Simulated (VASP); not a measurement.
# KCl (Sylvite) in VASP: notebook

The runs below take KCl (Sylvite) through single point, with PBEsol, r2SCAN, PBEsol+D4.

All numbers are computed with VASP 6.6.1; they aren't measurements. Logs are shortened: lines on timing, memory, paths and dates and some standing lists are left out, and cuts for length are marked.

**What was measured.**

A printed reference work, monograph reports, for a bulk crystal of KCl: band gap 8.68 eV.

How close the calculation comes is told below.

### Step 1. The cell of the first run

The structure is tetragonal, space group I4/mmm (No. 139). Conventional cell: a = 4.450 Å, b = 4.450 Å, c = 6.356 Å, α = 90.00°, β = 90.00°, γ = 90.00°. K (site symmetry 4/mmm) has 6 Cl at 3.15 to 3.18 Å within 4.1 Å. Within 4.1 Å of Cl (site symmetry 4/mmm) lie 6 K at 3.15 to 3.18 Å.

### Step 2. Single point, PBEsol

File INCAR:

```
SYSTEM = KCl
PREC     = Accurate       ! precision mode
ENCUT    = 500            ! plane-wave cutoff, eV
EDIFF    = 1E-6           ! SCF threshold, eV
ISMEAR   = -1             ! smearing method
SIGMA    = 0.05           ! smearing width, eV
LREAL    = .False.        ! projectors in reciprocal space
LASPH    = .True.         ! aspherical terms in the spheres
NELM     = 120            ! most SCF steps
ALGO     = Normal         ! electronic algorithm
ISIF     = 2              ! what is computed and relaxed
LWAVE    = .False.        ! write WAVECAR
LCHARG   = .False.        ! write CHGCAR
GGA      = PS             ! functional
NBANDS   = 15             ! bands
GGA_COMPAT= .False.
```

File KPOINTS:

```
Automatic mesh
0
Gamma
  6 6 6
  0 0 0
```

File POSCAR:

```
KCl
1.0
    0.0000000000      3.1464700000      3.1779347000
    3.1464700000      0.0000000000      3.1779347000
    3.1464700000      3.1464700000      0.0000000000
K Cl
1 1
Direct
    0.0000000000      0.0000000000      0.0000000000
    0.5000000000      0.5000000000      0.5000000000
```

Potentials or basis: VASP PAW PBE potentials, release 64 (K_sv, Cl).

Command:

```console
$ cat potpaw_PBE.64/K_sv/POTCAR potpaw_PBE.64/Cl/POTCAR > POTCAR
$ mpirun -np 1 vasp_std > vasp.out
```

OUTCAR:

```text
SYSTEM = KCl
   PREC = Accurate
   ENCUT = 500
   EDIFF = 1E-6
   ISMEAR = -1
   LREAL = .False.
   LASPH = .True.
   NELM = 120
   ISIF = 2
   GGA = PS

 ion  position               nearest neighbor table
   1  0.000  0.000  0.000-   2 3.15   2 3.15   2 3.15   2 3.15   2 3.18   2 3.18
   2  0.500  0.500  0.500-   1 3.15   1 3.15   1 3.15   1 3.15   1 3.18   1 3.18

  LATTYP: Found a body centered tetragonal cell.
 ALAT       =     4.4497805476
 C/A-ratio  =     1.4283556980

  Lattice vectors:

 A1 = (  -3.1464700000,   0.0000000000,   3.1779347000)
 A2 = (   3.1464700000,   0.0000000000,   3.1779347000)
 A3 = (   0.0000000000,   3.1464700000,  -3.1779347000)

Analysis of symmetry for initial positions (statically):
=====================================================================
 Subroutine PRICEL returns:
 Original cell was already a primitive cell.

 Routine SETGRP: Setting up the symmetry group for a
 body centered tetragonal supercell.

 Subroutine GETGRP returns: Found 16 space group operations
 (whereof 16 operations were pure point group operations)
 out of a pool of 16 trial point group operations.

The static configuration has the point symmetry D_4h.

Analysis of symmetry for dynamics (positions and initial velocities):
=====================================================================
 Subroutine PRICEL returns:
 Original cell was already a primitive cell.

 Routine SETGRP: Setting up the symmetry group for a
 body centered tetragonal supercell.

 Subroutine GETGRP returns: Found 16 space group operations
 (whereof 16 operations were pure point group operations)
 out of a pool of 16 trial point group operations.

The dynamic configuration has the point symmetry D_4h.

 Subroutine INISYM returns: Found 16 space group operations
 (whereof 16 operations are pure point group operations),
 and found     1 'primitive' translations

----------------------------------------------------------------------------------------

                                     Primitive cell

  volume of cell :      62.9248

  direct lattice vectors                    reciprocal lattice vectors
     0.000000000  3.146470000  3.177934700    -0.158908237  0.158908237  0.157334888
     3.146470000  0.000000000  3.177934700     0.158908237 -0.158908237  0.157334888
     3.146470000  3.146470000  0.000000000     0.158908237  0.158908237 -0.157334888

  length of vectors
     4.472084796  4.472084796  4.449780548     0.274331774  0.274331774  0.274331774

  position of ions in fractional coordinates (direct lattice)
[... 8 lines left out ...]
----------------------------------------------------------------------------------------

 KPOINTS: Automatic mesh

Automatic generation of k-mesh.
 Grid dimensions read from file:
 generate k-points for:    6    6    6

 Generating k-lattice:

  Cartesian coordinates                     Fractional coordinates (reciprocal lattice)
    -0.026484706  0.026484706  0.026222481     0.166666667  0.000000000  0.000000000
     0.026484706 -0.026484706  0.026222481     0.000000000  0.166666667  0.000000000
     0.026484706  0.026484706 -0.026222481     0.000000000  0.000000000  0.166666667

  Length of vectors
     0.045721962  0.045721962  0.045721962

  Shift w.r.t. Gamma in fractional coordinates (k-lattice)
     0.000000000  0.000000000  0.000000000

 Subroutine IBZKPT returns following result:
 ===========================================

 Found     30 irreducible k-points:

 Following reciprocal coordinates:
            Coordinates               Weight
  0.000000  0.000000  0.000000      1.000000
  0.166667 -0.000000  0.000000      8.000000
  0.333333 -0.000000  0.000000      8.000000
  0.500000  0.000000  0.000000      4.000000
  0.166667  0.166667  0.000000      2.000000
  0.333333  0.166667  0.000000      8.000000
[... 16 lines left out ...]
  0.333333  0.000000  0.333333      4.000000
  0.500000 -0.000000  0.333333     16.000000
 [... further k-points ...]
   k-points           NKPTS =     30   k-points in BZ     NKDIM =     30   number of bands    NBANDS=     15
   number of dos      NEDOS =    301   number of ions     NIONS =      2
   total plane-waves  NPLWV =  41472
   dimension x,y,z NGX =    36 NGY =   36 NGZ =   32
   dimension x,y,z NGXF=    72 NGYF=   72 NGZF=   64
   ions per type =               1   1
   NGX,Y,Z   is equivalent  to a cutoff of  13.38, 13.38, 11.96 a.u.
   NGXF,Y,Z  is equivalent  to a cutoff of  26.77, 26.77, 23.91 a.u.
 SYSTEM =  KCl
   PREC   = accura    normal or accurate (medium, high low for compatibility)
   ISTART =      0    job   : 0-new  1-cont  2-samecut
   ICHARG =      2    charge: 1-file 2-atom 10-const
   ISPIN  =      1    spin polarized calculation?
   LNONCOLLINEAR =      F non collinear calculations
   LSORBIT =      F    spin-orbit coupling
   LASPH  =      T    aspherical Exc in radial PAW
   ENCUT  =  500.0 eV  36.75 Ry    6.06 a.u.   8.15  8.15  8.11*2*pi/ulx,y,z
   NELM   =    120;   NELMIN=  2; NELMDL= -5     # of ELM steps
   EDIFF  = 0.1E-05   stopping-criterion for ELM
   LREAL  =      F    real-space projection
   EDIFFG = 0.1E-04   stopping-criterion for IOM
   NSW    =      0    number of steps for IOM
   IBRION =     -1    ionic relax: 0-MD 1-quasi-New 2-CG
   NFREE  =      0    steps in history (QN), initial steepest desc. (CG)
   ISIF   =      2    stress and relaxation
   ISYM   =      2    0-nonsym 1-usesym 2-fastsym
   POTIM  = 0.5000    time-step for ionic-motion
   TEBEG  =    0.0;   TEEND  =   0.0 temperature during run
   PSTRESS=    0.0 pullay stress
   NELECT =      16.0000    total number of electrons
   NUPDOWN=      -1.0000    fix difference up-down
   EMIN   =  10.00;   EMAX   =-10.00  energy-range for DOS
   EFERMI =   0.00;   METHOD = LEGACY
   ISMEAR =    -1;   SIGMA  =   0.05  broadening in eV -4-tet -1-fermi 0-gaus
   EFERMI_NEDOS =   21; number of points for ismear=-14 and -15
   IALGO  =     38    algorithm
   IMIX   =      4    mixing-type and parameters
     AMIX     =   0.40;   BMIX     =  1.00
     AMIX_MAG =   1.60;   BMIX_MAG =  1.00
  volume/ion in A,a.u.               =      31.46       212.32
  Fermi-wavevector in a.u.,A,eV,Ry     =   1.037148  1.959926 14.635463  1.075676
  Thomas-Fermi vector in A             =   2.171572
   LORBIT       =      0    0 simple, 1 ext, 2 COOP (PROOUT), +10 PAW based schemes
   GGA     = PS    functional components
   LHFCALC =     F    Hartree Fock is set to
   AEXX    =    0.0000 exact exchange contribution
   IVDW    =     0    specifies the selected vdW correction
   LEPSILON=     F    determine dielectric tensor
   LRPA    =     F    only Hartree local field effects (RPA)
 non-spin polarized calculation
  energy-cutoff  :      500.00
  volume of cell :       62.92
 maximum number of plane-waves:      1615
 NGX is ok and might be reduce to    36
   NGX = 17   NGY = 17   NGZ = 17

 number of electron      16.0000000 magnetization

 Free energy of the ion-electron system (eV)
  ---------------------------------------------------
  ext. energy  EPLUGINS =         0.00000000
  ---------------------------------------------------
  free energy    TOTEN  =        -7.01996053 eV

  energy without entropy =       -7.01996053  energy(sigma->0) =       -7.01996053

 E-fermi :  -0.8034     XC(G=0):  -7.6770

 val. band max:       -1.9422830854   @ k =   0.0000   0.0000   0.0000
 cond. band min:       3.0465930422   @ k =   0.0000   0.0000   0.0000
 fundamental gap:      4.9888761276
 Fermi energy:        -0.8033629310

 k-point     1 :       0.0000    0.0000    0.0000
  band No.  band energies     occupation
      1     -29.0131      2.00000
      2     -14.0243      2.00000
      3     -12.5391      2.00000
      4     -12.5390      2.00000
      5     -12.5390      2.00000
      6      -1.9483      2.00000
      7      -1.9423      2.00000
      8      -1.9423      2.00000
      9       3.0466      0.00000
     10       6.3035      0.00000
     11       6.3686      0.00000
     12       6.3686      0.00000
     13       7.2032      0.00000
     14       7.2492      0.00000
     15      10.7723      0.00000

 k-point     2 :       0.1667   -0.0000    0.0000
  band No.  band energies     occupation
      1     -29.0104      2.00000
      2     -14.0736      2.00000
      3     -12.5418      2.00000
      4     -12.5409      2.00000
      5     -12.4765      2.00000
      6      -2.2645      2.00000
      7      -2.0317      2.00000
      8      -2.0287      2.00000
      9       3.6838      0.00000
     10       6.1546      0.00000
     11       6.6720      0.00000
     12       6.7105      0.00000
     13       7.5701      0.00000
     14       7.6212      0.00000
     15      11.7217      0.00000

 k-point     3 :       0.3333   -0.0000    0.0000
  band No.  band energies     occupation
      1     -29.0052      2.00000
      2     -14.1623      2.00000
      3     -12.5474      2.00000
      4     -12.5449      2.00000
      5     -12.3606      2.00000
      6      -2.7875      2.00000
      7      -2.1932      2.00000
      8      -2.1924      2.00000
      9       4.9121      0.00000
     10       6.1883      0.00000
     11       7.6104      0.00000
     12       7.6397      0.00000
     13       8.4959      0.00000
     14       8.5617      0.00000
     15      10.7805      0.00000
[... 343 lines left out ...]
 k-point    23 :       0.3333    0.0000    0.3333
  band No.  band energies     occupation
      1     -29.0027      2.00000
      2     -14.0276      2.00000
      3     -12.5828      2.00000
      4     -12.5799      2.00000
      5     -12.5280      2.00000
      6      -2.6632      2.00000
      7      -2.1310      2.00000
      8      -2.1306      2.00000
      9       4.7979      0.00000
     10       5.2397      0.00000
     11       7.9331      0.00000
     12       8.5559      0.00000
     13       8.7445      0.00000
     14       8.7697      0.00000
     15       9.7260      0.00000

 k-point    24 :       0.5000   -0.0000    0.3333
  band No.  band energies     occupation
      1     -29.0001      2.00000
      2     -14.0043      2.00000
      3     -12.6343      2.00000
      4     -12.5840      2.00000
      5     -12.5268      2.00000
      6      -2.6231      2.00000
      7      -2.3062      2.00000
      8      -2.1987      2.00000
      9       4.8943      0.00000
     10       6.2446      0.00000
     11       7.7905      0.00000
     12       8.4443      0.00000
     13       8.5804      0.00000
     14       9.3441      0.00000
     15       9.8365      0.00000

 [... further k-points ...]

------------------------ aborting loop because EDIFF is reached ----------------------------------------

  FORCE on cell =-STRESS in cart. coord.  units (eV):
  Direction    XX          YY          ZZ          XY          YZ          ZX
  --------------------------------------------------------------------------------------
  -------------------------------------------------------------------------------------
  Total       -0.1724221     -0.1724221     -0.2912756      0.0000000     -0.0000000     -0.0000000
  in kB       -4.3901692     -4.3901692     -7.4163901      0.0000000     -0.0000000     -0.0000000
  external PRESSURE =      -5.3989095 kB  Pullay stress =       0.0000000 kB

 VOLUME and BASIS-vectors are now :
 -----------------------------------------------------------------------------
  energy-cutoff  :      500.00
  volume of cell :       62.92
      direct lattice vectors                 reciprocal lattice vectors
     0.000000000  3.146470000  3.177934700    -0.158908237  0.158908237  0.157334888
     3.146470000  0.000000000  3.177934700     0.158908237 -0.158908237  0.157334888
     3.146470000  3.146470000  0.000000000     0.158908237  0.158908237 -0.157334888

 POSITION                                       TOTAL-FORCE (eV/Angst)
 -----------------------------------------------------------------------------------
      0.00000      0.00000      0.00000        -0.000000      0.000000      0.000000
      3.14647      3.14647      3.17793         0.000000     -0.000000      0.000000
 -----------------------------------------------------------------------------------
    total drift:                                0.000000      0.000000      0.000000

  FREE ENERGIE OF THE ION-ELECTRON SYSTEM (eV)
  ---------------------------------------------------
  free  energy   TOTEN  =        -7.0199605331 eV

  energy  without entropy=       -7.0199605331  energy(sigma->0) =       -7.01996053
```

It took 10 s on 1 thread of Intel Xeon 6975P-C (Granite Rapids), shared host; peak memory 0.19 GiB.

What came out:

* Free energy: -7.0200 eV
* Pressure: -0.5 GPa
* Band gap on the k mesh: 4.99 eV, direct

Caveat: the PAW data sets were made with another functional, which shifts forces and pressure a little.

### Step 3. Single point, PBEsol

This run uses another cell than the first one, of 31.77 Å³/atom, 1.010 times its volume.

File INCAR:

```
SYSTEM = KCl
PREC     = Accurate       ! precision mode
ENCUT    = 500            ! plane-wave cutoff, eV
EDIFF    = 1E-6           ! SCF threshold, eV
ISMEAR   = -1             ! smearing method
SIGMA    = 0.05           ! smearing width, eV
LREAL    = .FALSE.        ! projectors in reciprocal space
LASPH    = .TRUE.         ! aspherical terms in the spheres
NELM     = 120            ! most SCF steps
ALGO     = Normal         ! electronic algorithm
ISIF     = 2              ! what is computed and relaxed
LWAVE    = .FALSE.        ! write WAVECAR
LCHARG   = .FALSE.        ! write CHGCAR
GGA      = PS             ! functional
NBANDS   = 15             ! bands
GGA_COMPAT= .FALSE.
```

File KPOINTS:

```
regular mesh
0
G
  6 6 6
  0 0 0
```

File POSCAR:

```
KCl
1.0
    0.0000000000      3.1464700000      3.2093994000
    3.1464700000      0.0000000000      3.2093994000
    3.1464700000      3.1464700000      0.0000000000
K Cl
1 1
Direct
    0.0000000000      0.0000000000      0.0000000000
    0.5000000000      0.5000000000      0.5000000000
```

Potentials or basis: VASP PAW PBE potentials, release 64 (K_sv, Cl).

Command:

```console
$ cat potpaw_PBE.64/K_sv/POTCAR potpaw_PBE.64/Cl/POTCAR > POTCAR
$ mpirun -np 1 vasp_std > vasp.out
```

Run time: 11 s. Hardware: 1 thread of Intel Xeon 6975P-C (Granite Rapids), shared host; peak memory 0.19 GiB.

The run converged. Its results:

```yaml
Free_energy: -7.0167 eV
Pressure: -0.7 GPa
Band_gap_on_the_k_mesh: 4.96 eV, direct
```

Stress tensor (GPa, compression positive):
```
-0.49  0.00  0.00
 0.00 -0.49  0.00
 0.00  0.00 -1.05
```

Levels at points of the mesh, in eV from the valence-band top:
```csv
k point,band 4,band 5,band 6,band 7,band 8,band 9,band 10,band 11,band 12,band 13
"(0.00, 0.00, 0.00)",-10.62,-10.62,-0.01,0.00,0.00,4.96,8.20,8.33,8.33,9.11
"(0.50, 0.00, 0.00)",-10.63,-10.39,-1.05,-0.32,-0.32,7.37,8.41,10.40,10.43,11.15
"(0.50, 0.50, 0.00)",-10.67,-10.67,-0.68,-0.21,-0.21,6.43,8.12,9.71,10.11,10.48
"(0.50, 0.00, 0.50)",-10.68,-10.67,-0.66,-0.24,-0.23,6.41,8.15,9.83,10.16,10.49
```

Caveat: the PAW data sets were made with another functional, which shifts forces and pressure a little.

### Step 4. Single point, PBEsol

This run uses another cell than the first one, of 32.40 Å³/atom, 1.030 times its volume.

File INCAR:

```
  PREC = Accurate
  ENCUT = 500
  EDIFF = 1E-6
  ISMEAR = -1
  SIGMA = 0.05
  LREAL = F
  LASPH = T
  NELM = 120
  ALGO = Normal
  ISIF = 2
  LWAVE = F
  LCHARG = F
  GGA = PS
  NBANDS = 15
  GGA_COMPAT = F
```

File KPOINTS:

```
Automatic mesh
0
Gamma
  6 6 6
```

File POSCAR:

```
KCl
1.0
    0.0000000000      3.1464700000      3.2723288000
    3.1464700000      0.0000000000      3.2723288000
    3.1464700000      3.1464700000      0.0000000000
K Cl
1 1
Direct
    0.0000000000      0.0000000000      0.0000000000
    0.5000000000      0.5000000000      0.5000000000
```

Command:

```console
$ cat potpaw_PBE.64/K_sv/POTCAR potpaw_PBE.64/Cl/POTCAR > POTCAR
$ mpirun -np 1 vasp_std > vasp.out
```

Run time: 11 s. Hardware: 1 thread of Intel Xeon 6975P-C (Granite Rapids), shared host; peak memory 0.2 GiB.

Results (log left out):

| Property | Result |
| --- | --- |
| Free energy | -7.0070 eV |
| Pressure | -0.9 GPa |
| Band gap on the k mesh | 4.89 eV, direct |

Stress tensor (GPa, compression positive):
```
-0.59  0.00  0.00
 0.00 -0.59  0.00
 0.00  0.00 -1.53
```

Levels at points of the mesh, in eV from the valence-band top:
| k point | band 6 | band 7 | band 8 | band 9 | band 10 | band 11 |
| --- | --- | --- | --- | --- | --- | --- |
| (0.00, 0.00, 0.00) | -0.02 | 0.00 | 0.00 | 4.89 | 8.11 | 8.36 |
| (0.50, 0.00, 0.00) | -1.03 | -0.31 | -0.31 | 7.31 | 8.32 | 10.32 |
| (0.50, 0.50, 0.00) | -0.68 | -0.20 | -0.20 | 6.47 | 8.02 | 9.51 |
| (0.50, 0.00, 0.50) | -0.64 | -0.25 | -0.23 | 6.42 | 8.07 | 9.76 |

Caveat: the PAW data sets were made with another functional, which shifts forces and pressure a little. As with any semilocal functional, this PBEsol gap is likely too small.

### Step 5. Single point, r2SCAN

This run uses another cell than the first one, of 31.15 Å³/atom, 0.990 times its volume.

File POSCAR:

```
KCl
1.0
    0.0000000000      3.1464700000      3.1464700000
    3.1464700000      0.0000000000      3.1464700000
    3.1464700000      3.1464700000      0.0000000000
K Cl
1 1
Direct
    0.0000000000      0.0000000000      0.0000000000
    0.5000000000      0.5000000000      0.5000000000
```

File INCAR.step1:

```
SYSTEM = KCl
  PREC = Accurate
  ENCUT = 520
  ISMEAR = 0
  SIGMA = 0.01
  LREAL = .FALSE.
  LASPH = .TRUE.
  NELM = 80
  NBANDS = 15
  GGA = PE
  ALGO = Normal
  EDIFF = 1E-4
  LWAVE = .TRUE.
  LCHARG = .FALSE.
```

File INCAR.step2:

```
SYSTEM = KCl
  PREC = Accurate
  ENCUT = 520
  EDIFF = 1E-6
  ISMEAR = 0
  SIGMA = 0.01
  LREAL = .FALSE.
  LASPH = .TRUE.
  NELM = 80
  ALGO = Normal
  ISIF = 2
  LWAVE = .FALSE.
  LCHARG = .FALSE.
  METAGGA = R2SCAN
  LMIXTAU = .TRUE.
  NBANDS = 15
  ISTART = 1
```

File KPOINTS:

```
Automatic mesh
0
G
  7 7 7
  0 0 0
```

Command:

```console
$ cat potpaw_PBE.64/K_sv/POTCAR potpaw_PBE.64/Cl/POTCAR > POTCAR
$ cp INCAR.step1 INCAR
$ mpirun -np 1 vasp_std > vasp.out
$ cp INCAR.step2 INCAR
$ mpirun -np 1 vasp_std > vasp.out
```

It took 46 s on 1 thread of Intel Xeon 6975P-C (Granite Rapids), shared host; peak memory 0.21 GiB.

The run converged. Its results:

| Item | Value |
| --- | --- |
| Free energy | -16.5065 eV |
| Pressure | 0.0 GPa |
| Band gap on the k mesh | 5.83 eV, direct |

Levels at points of the mesh, in eV from the valence-band top:
```
           k point  band 4  band 5  band 6  band 7  band 8  band 9  band 10  band 11  band 12  band 13
(0.00, 0.00, 0.00)  -10.96  -10.96    0.00    0.00    0.00    5.83     9.03     9.03     9.03    10.08
```

Caveat: the PAW data sets were made with another functional, which shifts forces and pressure a little.

(Part 1 of 2 ends here.)
